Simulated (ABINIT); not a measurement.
Input of an ABINIT 10.8.3 (patched build) run:

Contents of run.abi:

```
# Datasets: ground state, then fixed potential
ndtset 2

# Pseudopotentials
pp_dirpath "./"
pseudos "Sn.GGA_PBE-JTH.xml"

# Structure
acell 3*1.0 Angstrom
rprim
     0.0000000000     3.2333428000     3.2333428000
     3.2333428000     0.0000000000     3.2333428000
     3.2333428000     3.2333428000     0.0000000000
ntypat 1
znucl 50
natom 2
typat 1 1
xred
     0.7500000000     0.7500000000     0.7500000000
     0.5000000000     0.5000000000     0.5000000000

# Plane-wave basis
ecut 15.0
pawecutdg 30.0

# Exchange and correlation
ixc -109134

# Bands and occupations
occopt 3
tsmear 0.00183747

# SCF cycle
nstep 100

# Output
iomode 3
prtwf 0
prteig 0
prtebands 0
prtden1 1

# Dataset 1
kptopt1 1
ngkpt1 7 7 7
nshiftk1 1
shiftk1 0.0 0.0 0.0
nband1 18
tolvrs1 1.0e-9

# Dataset 2: bands along G-X-W-K-G-L-U-W-L-K
iscf2 -2
getden2 1
nband2 22
nbdbuf2 2
tolwfr2 1.0e-12
kptopt2 -9
ndivsm2 6
prteig2 1
prtvol2 -3
kptbounds2
     0.0000000000     0.0000000000     0.0000000000
     0.5000000000     0.0000000000     0.5000000000
     0.5000000000     0.2500000000     0.7500000000
     0.3750000000     0.3750000000     0.7500000000
     0.0000000000     0.0000000000     0.0000000000
     0.5000000000     0.5000000000     0.5000000000
     0.6250000000     0.2500000000     0.6250000000
     0.5000000000     0.2500000000     0.7500000000
     0.5000000000     0.5000000000     0.5000000000
     0.3750000000     0.3750000000     0.7500000000
```

Potentials or basis: JTH PAW PBE v2.0.

Command:

```sh
$ abinit run.abi > log 2>&1
```

(1) What does it give for the band gap on the k mesh?

Answers

(1) none (metal or under the smearing width).

Caveat: spin-orbit coupling is left out, which moves the levels of the heavy elements.
